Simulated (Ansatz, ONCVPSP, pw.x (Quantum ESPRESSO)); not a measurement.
## From atom to crystal: ONCV potential for In

ONCVPSP 4.0.1.1 (patched build) input, shortened (lines: element, Z, core and valence counts, functional; n l f; lmax; l rc ep ncon nbas qcut; lloc lpopt rc5 dvloc0; l nproj debl; icmod fcfact rcfact), PBE, scalar-relativistic:

```
  In 49.00    9    2        4      upf
    1    0    2.00
    2    0    2.00
    2    1    6.00
    3    0    2.00
    3    1    6.00
    3    2   10.00
    4    0    2.00
    4    1    6.00
    4    2   10.00
    5    0    2.00
    5    1    1.00
    2
    0    1.80    0.00    4    7    3.10
    1    2.95    0.00    3    6    3.40
    2    3.20    0.02    4    7    3.10
    4    5    1.45    0.00
    0    2    3.30
    1    2    1.50
    2    2    2.00
    3    3.00    1.10
```

Crystal test: fcc In in pw.x 7.5, no spin, 12³ k-points, Fermi–Dirac smearing 0.01 Ry, cutoffs 85/340 Ry. The reference is all-electron LAPW (Ansatz 0.2.0) with the same functional, mesh and smearing; V0 and B0 come from Birch–Murnaghan fits to the pressures at five volumes. Errors are pseudo minus all-electron; Δ is the rms difference of the E(V) curves that follow from these fits, minima aligned, over ±6 % about the mean V0. Mesh and smearing are coarse, so the numbers serve the comparison and aren't converged zero-temperature values; the lattice is a test structure that the element need not adopt.

```json
{"V (Å³/atom)": "26.366", "P all-electron (GPa)": "1.64", "P pseudo (GPa)": "0.78"}
{"V (Å³/atom)": "27.060", "P all-electron (GPa)": "0.58", "P pseudo (GPa)": "-0.25"}
{"V (Å³/atom)": "27.754", "P all-electron (GPa)": "-0.32", "P pseudo (GPa)": "-1.14"}
{"V (Å³/atom)": "28.448", "P all-electron (GPa)": "-1.08", "P pseudo (GPa)": "-1.89"}
{"V (Å³/atom)": "29.142", "P all-electron (GPa)": "-1.74", "P pseudo (GPa)": "-2.53"}
```

All-electron: a0 = 4.791 Å (V0 = 27.50 Å³/atom), B0 = 34.9 GPa.

Pseudopotential: mean pressure error (GPa): -0.82; a0 (Å): 4.755; a0 error (%): -0.75; B0 error (%): +10.4; Δ (meV/atom): 4.9. This is a poor potential for the solid. The generator flags a localised state at positive energy (s at 19 eV).

Problem. At the middle volume, how do free energy and pressure move when the wave cutoff is lowered (ecutrho kept at four times it)?

Solution.

```tsv
cutoff (Ry)	shift of F (meV/atom)	shift of P (GPa)
38	+18.7	-0.15
51	+14.3	-0.01
68	+5.1	-0.16
```

The run at the middle volume (72 k-points, 5 iterations) took about 30 s on one core of a shared host (Neoverse-N1, 64 threads, 124 GiB, load 57).
